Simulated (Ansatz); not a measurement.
The system is TiTe2.

```
Te Ti
1.0
     3.77700    0.00000    0.00000
    -1.88850    3.27098    0.00000
     0.00000    0.00000    6.49800
Te Ti
2 1
Direct
  0.33333 0.66667 0.73720
  0.66667 0.33333 0.26280
  0.00000 0.00000 0.00000
```

Base run:

| Property | Result |
| --- | --- |
| Program | Ansatz 0.2.0 |
| Functional | PBEsol |
| Potentials or basis | Ansatz PAW |
| Cutoff | 420 eV |
| Density cutoff | 1680 eV |
| k mesh | 6 × 6 × 3 |
| Occupations | fermi-dirac, width 0.05 eV |
| Spin | spin-orbit coupling, no magnetisation |

Its results: band gap on the k mesh none (metal or under the smearing width); pressure -2.3 GPa; largest force 0.174 eV/Å.

The run is repeated on the same cell with these changes: functional from PBEsol to r2SCAN; cutoff from 420 eV to 500 eV; density cutoff from 1680 eV to 2000 eV. What comes out?

Band gap on the k mesh none (metal or under the smearing width); pressure 1.0 GPa; largest force 0.235 eV/Å.

Caveats: the PAW data sets come from PBE, with cores solved anew for the run's functional, which leaves a small shift of forces and pressure; this functional lacks dispersion, which binds the layers, so the pressure and a relaxed spacing across them are unreliable (some runs).

Not every run made on this cell is shown here.
